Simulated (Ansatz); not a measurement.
**GaN (F-43m): the host for defect calculations**

Aim: the runs on the perfect crystal GaN (F-43m) that a defect calculation needs first.

Program: Ansatz 0.2.0. Level of theory: plane-wave PAW DFT, r2SCAN; relaxation of the host's cell and atoms; PAW set soft_1, in the first sound run; inputs show where later runs differ. Results are calculated unless marked as measured.

Most raw output is cut from this account.

### 1. Starting point

Symmetry: F-43m, No. 216, cubic system. The conventional cell has a = 4.500 Å, b = 4.500 Å, c = 4.500 Å, α = 90.00°, β = 90.00°, γ = 90.00°. Nearest to Ga lie 4 N at 1.95 Å. Nearest to N lie 4 Ga at 1.95 Å. Farther neighbours and most contacts between anions are not listed.

### 2. Host cell relaxation

Lattice and positions are set free, within the symmetry that the program keeps.

File cell/input.yaml:

```yaml
crystal:
  lattice:
    - [0.0, 2.25, 2.25]
    - [2.25, 0.0, 2.25]
    - [2.25, 2.25, 0.0]
  atoms:
    - { symbol: Ga, position: [0.0, 0.0, 0.0] }
    - { symbol: "N", position: [0.25, 0.25, 0.25] }
basis:
  ecutwfc: 500
  xc_grid: 2
hamiltonian:
  xc: r2scan
  pseudopotentials: { kind: paw, azcp: { folder: soft_1 } }
kpoints:
  mp_grid: { grid: [11, 11, 11] }
scf:
  occupations: { method: fixed }
  max_iter: 100
relax:
  f_tol: 0.005
  max_steps: 60
  cell: {}
output:
  forces: true
  stress: true
checkpoint:
  write: "../cell.run"
  compress: false
  write_wavefunctions: false
  write_every: 100000
```

On the command line:

```sh
ansatz run input.yaml --threads 32 --pin off --max-ram 84787MiB --backend cuda --events-out ev --progress --plain --runs-dir out --max-vram 78GiB
```

Wall time 2.6 s (1 × NVIDIA GB200 with 32 threads of Arm Neoverse V2, shared host); peak memory 0.98 GiB.

Little changed from the start: no atom moved by 0.005 Å and no cell edge by 0.1 %.

This step gave:

```
pressure : -0.004197 GPa
```

### 3. Dielectric tensors of the host

The response to a uniform electric field gives the electronic dielectric tensor.

This step: plane-wave PAW DFPT, PBEsol; dielectric tensors, Born charges and zone-centre modes of the host; PAW set soft_1 (Ansatz 0.2.0).

File eps/input.yaml:

```yaml
crystal:
  lattice:
    - [0.0, 2.2490969496, 2.2490969496]
    - [2.2490969496, 0.0, 2.2490969496]
    - [2.2490969496, 2.2490969496, 0.0]
  atoms:
    - { symbol: Ga, position: [0.0, 0.0, 0.0] }
    - { symbol: "N", position: [0.25, 0.25, 0.25] }
basis:
  ecutwfc: 420
hamiltonian:
  xc: pbesol
  pseudopotentials: { kind: paw, azcp: { folder: soft_1 }, xc_functional: pbe }
kpoints:
  mp_grid: { grid: [9, 9, 9] }
scf:
  occupations: { method: fixed }
  max_iter: 100
phonons:
  method: dfpt
  dielectric: true
  rigid_motions: translations
```

The job ended after 7.7 s (1 × NVIDIA GB200 with 32 threads; peak memory 1.4 GiB; 75 s of CPU time).

Electronic dielectric tensor:

```
6.00 0.00 0.00
0.00 6.00 0.00
0.00 0.00 6.00
```

Static dielectric tensor:

```
10.56  0.00  0.00
 0.00 10.56  0.00
 0.00  0.00 10.56
```

The electronic dielectric tensor is isotropic, 6.00. The static dielectric tensor is isotropic, 10.56.

### 4. Host on a dense mesh

This step: plane-wave PAW DFT, r2SCAN; single point of the defect-free host, a test of the k-point sampling; PAW set soft_1 (Ansatz 0.2.0).

File dense/input.yaml:

```yaml
crystal:
  lattice:
    - [0.0, 2.2490969496, 2.2490969496]
    - [2.2490969496, 0.0, 2.2490969496]
    - [2.2490969496, 2.2490969496, 0.0]
  atoms:
    - { symbol: Ga, position: [0.0, 0.0, 0.0] }
    - { symbol: "N", position: [0.25, 0.25, 0.25] }
basis:
  ecutwfc: 500
  xc_grid: 2
hamiltonian:
  xc: r2scan
  pseudopotentials: { kind: paw, azcp: { folder: soft_1 } }
kpoints:
  mp_grid: { grid: [11, 11, 11] }
scf:
  occupations: { method: fermi_dirac, width: 0.01 }
  max_iter: 100
  lower_state_search: "off"
checkpoint:
  write: "../dense.run"
  compress: false
  write_wavefunctions: false
  write_every: 100000
```

The job ended after 1.1 s (1 × NVIDIA GB200 with 32 threads; peak memory 1 GiB; 2.2 s of CPU time).

### 5. Defect free supercell at the zone centre

The supercell is run at the zone centre, to see how far that sampling misses the dense mesh.

System of this step: GaN (F-43m). The cell holds 54 atoms: 27 Ga and 27 N. Its edges and angles: a = 9.542 Å, b = 9.542 Å, c = 9.542 Å, α = 60.0°, β = 60.0°, γ = 60.0°.

File pristine.sampling_gamma/input.yaml:

```yaml
crystal:
  lattice:
    - [0.0, 6.7472908487, 6.7472908487]
    - [6.7472908487, 0.0, 6.7472908487]
    - [6.7472908487, 6.7472908487, 0.0]
  atoms:
    - { symbol: Ga, position: [0.0, 0.0, 0.0] }
    - { symbol: "N", position: [0.0833333333, 0.0833333333, 0.0833333333] }
    - { symbol: Ga, position: [0.0, 0.0, 0.3333333333] }
    - { symbol: "N", position: [0.0833333333, 0.0833333333, 0.4166666667] }
    - { symbol: Ga, position: [0.0, 0.0, 0.6666666667] }
    - { symbol: "N", position: [0.0833333333, 0.0833333333, 0.75] }
    - { symbol: Ga, position: [0.0, 0.3333333333, 0.0] }
    - { symbol: "N", position: [0.0833333333, 0.4166666667, 0.0833333333] }
    - { symbol: Ga, position: [0.0, 0.3333333333, 0.3333333333] }
    - { symbol: "N", position: [0.0833333333, 0.4166666667, 0.4166666667] }
    - { symbol: Ga, position: [0.0, 0.3333333333, 0.6666666667] }
    - { symbol: "N", position: [0.0833333333, 0.4166666667, 0.75] }
    - { symbol: Ga, position: [0.0, 0.6666666667, 0.0] }
    - { symbol: "N", position: [0.0833333333, 0.75, 0.0833333333] }
    - { symbol: Ga, position: [0.0, 0.6666666667, 0.3333333333] }
    - { symbol: "N", position: [0.0833333333, 0.75, 0.4166666667] }
    - { symbol: Ga, position: [0.0, 0.6666666667, 0.6666666667] }
    - { symbol: "N", position: [0.0833333333, 0.75, 0.75] }
    - { symbol: Ga, position: [0.3333333333, 0.0, 0.0] }
    - { symbol: "N", position: [0.4166666667, 0.0833333333, 0.0833333333] }
    - { symbol: Ga, position: [0.3333333333, 0.0, 0.3333333333] }
    - { symbol: "N", position: [0.4166666667, 0.0833333333, 0.4166666667] }
    - { symbol: Ga, position: [0.3333333333, 0.0, 0.6666666667] }
    - { symbol: "N", position: [0.4166666667, 0.0833333333, 0.75] }
    - { symbol: Ga, position: [0.3333333333, 0.3333333333, 0.0] }
    - { symbol: "N", position: [0.4166666667, 0.4166666667, 0.0833333333] }
    - { symbol: Ga, position: [0.3333333333, 0.3333333333, 0.3333333333] }
    - { symbol: "N", position: [0.4166666667, 0.4166666667, 0.4166666667] }
    - { symbol: Ga, position: [0.3333333333, 0.3333333333, 0.6666666667] }
    - { symbol: "N", position: [0.4166666667, 0.4166666667, 0.75] }
    - { symbol: Ga, position: [0.3333333333, 0.6666666667, 0.0] }
    - { symbol: "N", position: [0.4166666667, 0.75, 0.0833333333] }
    - { symbol: Ga, position: [0.3333333333, 0.6666666667, 0.3333333333] }
    - { symbol: "N", position: [0.4166666667, 0.75, 0.4166666667] }
    - { symbol: Ga, position: [0.3333333333, 0.6666666667, 0.6666666667] }
    - { symbol: "N", position: [0.4166666667, 0.75, 0.75] }
    - { symbol: Ga, position: [0.6666666667, 0.0, 0.0] }
    - { symbol: "N", position: [0.75, 0.0833333333, 0.0833333333] }
    - { symbol: Ga, position: [0.6666666667, 0.0, 0.3333333333] }
    - { symbol: "N", position: [0.75, 0.0833333333, 0.4166666667] }
    - { symbol: Ga, position: [0.6666666667, 0.0, 0.6666666667] }
    - { symbol: "N", position: [0.75, 0.0833333333, 0.75] }
    - { symbol: Ga, position: [0.6666666667, 0.3333333333, 0.0] }
    - { symbol: "N", position: [0.75, 0.4166666667, 0.0833333333] }
    - { symbol: Ga, position: [0.6666666667, 0.3333333333, 0.3333333333] }
    - { symbol: "N", position: [0.75, 0.4166666667, 0.4166666667] }
    - { symbol: Ga, position: [0.6666666667, 0.3333333333, 0.6666666667] }
    - { symbol: "N", position: [0.75, 0.4166666667, 0.75] }
    - { symbol: Ga, position: [0.6666666667, 0.6666666667, 0.0] }
    - { symbol: "N", position: [0.75, 0.75, 0.0833333333] }
    - { symbol: Ga, position: [0.6666666667, 0.6666666667, 0.3333333333] }
    - { symbol: "N", position: [0.75, 0.75, 0.4166666667] }
    - { symbol: Ga, position: [0.6666666667, 0.6666666667, 0.6666666667] }
    - { symbol: "N", position: [0.75, 0.75, 0.75] }
basis:
  ecutwfc: 500
  xc_grid: 2
hamiltonian:
  xc: r2scan
  pseudopotentials: { kind: paw, azcp: { folder: soft_1 } }
kpoints:
  mp_grid: { grid: [1, 1, 1] }
scf:
  occupations: { method: fermi_dirac, width: 0.01 }
  max_iter: 100
  lower_state_search: "off"
checkpoint:
  write: "../pristine.sampling_gamma.run"
  compress: false
  write_wavefunctions: false
  write_every: 100000
```

The job ended after 1.3 s (1 × NVIDIA GB200 with 32 threads; peak memory 1.2 GiB; 2.7 s of CPU time).

### 6. Defect free supercell at the quarter point

The supercell is run at one point off the zone centre, to see how far that sampling misses the dense mesh.

pristine.sampling_quarter/input.yaml, as its differences from pristine.sampling_gamma/input.yaml of step 5:

```diff
@@ -67,3 +67,3 @@
 kpoints:
-  mp_grid: { grid: [1, 1, 1] }
+  mp_grid: { grid: [1, 1, 1], shift: [0.25, 0.25, 0.25] }
 scf:
@@ -73,3 +73,3 @@
 checkpoint:
-  write: "../pristine.sampling_gamma.run"
+  write: "../pristine.sampling_quarter.run"
   compress: false
```

Run time: 1.2 s. Hardware: 1 × NVIDIA GB200 with 32 threads; peak memory 1.4 GiB; 2.7 s of CPU time.

### 7. What came out

- primitive cell vectors, lengths: 3.181, 3.181, 3.181 Å
- electronic dielectric constant: 6.00
- static dielectric constant: 10.56
- gap on the k-mesh of the response run (PBEsol): 1.70 eV
- energy an atom at the zone centre alone less that on the dense mesh: 0.142 eV
- energy an atom at one point at (¼, ¼, ¼) less that on the dense mesh: 0.067 eV

In words: The k-mesh can miss the band edges, so this gap is an upper bound at this level. All at zero temperature.

[Logs are printed without paths, hosts, clocks, repeated set-up lines and the standing remarks that a program may print on its own settings, such as how far it seeks lower states.]

[Hosts, paths, dates, database ids (printed as entryN), source tags and the programs' standing remarks are cut or masked in the printed files.]

[Runs of the host that timed out are not shown.]

[For some hosts the program warned that the k-mesh of the response run may be too coarse for force constants and the static dielectric constant; such warnings are not always shown.]

[The program warned that the k-mesh of a response run behind this text may be too coarse: force constants, and the static dielectric constant and all else formed from them, are not shown converged.]
